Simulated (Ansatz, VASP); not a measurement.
## Cd: VASP beside Ansatz

```xyz
1
Lattice="0.0000 2.2181 2.2181 2.2181 0.0000 2.2181 2.2181 2.2181 0.0000" Properties=species:S:1:pos:R:3 pbc="T T T"
Cd    0.0000    0.0000    0.0000
```

This isn't the form of Cd at room conditions, which is hcp.

Alike in both runs: task single point; functional PBEsol; k mesh 18 × 18 × 18; occupations gaussian, width 0.15 eV; no spin polarisation.

```csv
,VASP,Ansatz
version,VASP 6.6.1,Ansatz 0.2.0
potentials or method,"VASP PAW PBE potentials, release 64 (Cd)","scalar-relativistic, plane waves, PAW"
plane-wave cutoff (eV),520,420
valence electrons in the cell,12,20
```

VASP gave:

* gap on the k mesh at the Fermi level (eV): none
* pressure (GPa): -1.8

Q: Estimate Ansatz's values.

A: gap on the k mesh at the Fermi level (eV): none; pressure (GPa): -2.1.

A gap of «none» marks a metal or a gap that the smearing closes. The two sets of potentials don't hold the same shells in valence.

Caveats: the PAW data sets were made with another functional, which shifts forces and pressure a little (VASP).
